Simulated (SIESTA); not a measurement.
SnO2:

```
Sn O
1.0
     5.17526    0.00000    0.00000
     0.00000    5.17526    0.00000
     0.00000    0.00000    5.17526
Sn O
4 8
Direct
  0.00000 0.00000 0.00000
  0.50000 0.00000 0.50000
  0.50000 0.50000 0.00000
  0.00000 0.50000 0.50000
  0.66110 0.83890 0.16110
  0.83890 0.16110 0.66110
  0.16110 0.66110 0.83890
  0.33890 0.33890 0.33890
  0.66110 0.66110 0.66110
  0.83890 0.33890 0.16110
  0.16110 0.83890 0.33890
  0.33890 0.16110 0.83890
```

Measurements of this composition are mostly on another form, of space group No. 136.

Base run:

| Quantity | Value |
| --- | --- |
| Program | SIESTA 5.4.2 |
| Functional | LDA |
| Potentials or basis | PseudoDojo 0.4 standard (LDA files) |
| Basis | DZP (energy shift 0.003 Ry; two zetas on semicore shells) |
| Grid cutoff | 800 Ry |
| Energy shift | 0.003 Ry |
| k mesh | 5 × 5 × 5 |
| Occupations | fermi-dirac, width 0.05 eV |
| Spin | no spin polarisation |

Its results: band gap on the k mesh 0.35 eV, indirect (least direct gap 0.40 eV); pressure -7.8 GPa; largest force 0.035 eV/Å.

Problem. The run is repeated on the same cell with these changes: functional from LDA to PBEsol; potentials or basis from PseudoDojo 0.4 standard (LDA files) to PseudoDojo 0.4 standard (PBEsol files). What comes out?

Solution. Band gap on the k mesh 0.37 eV, indirect (least direct gap 0.41 eV); pressure -2.0 GPa; largest force 0.017 eV/Å.

Caveats: spin-orbit coupling is left out, which moves the levels of the heavy elements; the basis of atomic orbitals isn't converged, which shifts pressures, moduli and gaps.
